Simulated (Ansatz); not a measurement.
ZnO: experiment and calculation

**Experimental background.**

A printed reference work (textbook) reports, for a bulk crystal of ZnO at 300 K: lattice constant a 3.249 Å.

From “Low temperature photoluminescence study of polycrystalline ZnO”, 2012, arxiv:1202.6248, for a ceramic of ZnO at 6 K: band gap 3.378 eV (an exciton energy, a little under the gap).

A printed reference work (data compilation) reports, for a bulk crystal of ZnO: high-frequency dielectric constant 4.

The calculation below tries to reproduce these values; the comparison stands at the end.

Method: DFT PBE, scalar-relativistic, plane waves, PAW in Ansatz 0.2.0.

Cutoff 420 eV; k points 12×12×4 on the computed 8-atom cell (Γ-centred); Gaussian smearing, width 0.02 eV; no spin polarisation.

Relaxed structure:

```cif
data_structure
_symmetry_space_group_name_H-M 'P6_3mc'
_symmetry_Int_Tables_number 186
_cell_length_a 3.2718
_cell_length_b 3.2718
_cell_length_c 10.6300
_cell_angle_alpha 90.000
_cell_angle_beta 90.000
_cell_angle_gamma 120.000
_cell_volume 98.55
loop_
_atom_site_label
_atom_site_type_symbol
_atom_site_symmetry_multiplicity
_atom_site_Wyckoff_symbol
_atom_site_fract_x
_atom_site_fract_y
_atom_site_fract_z
_atom_site_occupancy
Zn1 Zn 2 b 0.66667 0.33333 0.84410 1
Zn2 Zn 2 a 0.00000 0.00000 0.59431 1
O1 O 2 b 0.66667 0.33333 0.65592 1
O2 O 2 a 0.00000 0.00000 0.40568 1
```

- Space group: P6_3mc (No. 186)
- Volume per atom: 12.32 Å³
- Formation energy from the elements' standard states (uncorrected): -1.420 eV/atom
- Kohn–Sham band gap: 0.69 eV
- Orbital (Löwdin) character of the top 1 eV of the valence band: O 2p 75 %, Zn 3d 23 %
- Orbital (Löwdin) character of the lowest 1 eV of the conduction band: Zn 4s 55 %, O 2p 22 %, O 2s 19 %
- Bulk modulus: 129 GPa
- Its pressure derivative: 4.4
- Electronic dielectric constant xx, yy, zz (independent particles): 5.5, 5.5, 5.5
- Bader charge by site (e): Zn (2 in the cell) 1.21, Zn (2 in the cell) 1.21, O (2 in the cell) -1.21, O (2 in the cell) -1.21

Against the measured lattice constant a of ZnO, 3.249 Å (300 K; a printed reference work (textbook)), the calculated 3.272 Å is off by +0.7 %. The calculation is for 0 K without zero-point motion. A measured band gap of ZnO is 3.378 eV (an exciton energy, a little under the gap; 6 K; ceramic; “Low temperature photoluminescence study of polycrystalline ZnO”, 2012, arxiv:1202.6248); the calculated 0.69 eV falls short of it by 2.69 eV. Kohn–Sham gaps of semilocal functionals fall short of measured ones as a rule. Measured high-frequency dielectric constant of ZnO: 4 (a printed reference work (data compilation)). This calculation gives 5.5 (+37.0 %). Local fields are left out.

It was reached by relaxing an invented guess, and it needn't be the stable form of this composition. Löwdin shares on free-atom orbitals overweight diffuse shells in the empty bands.
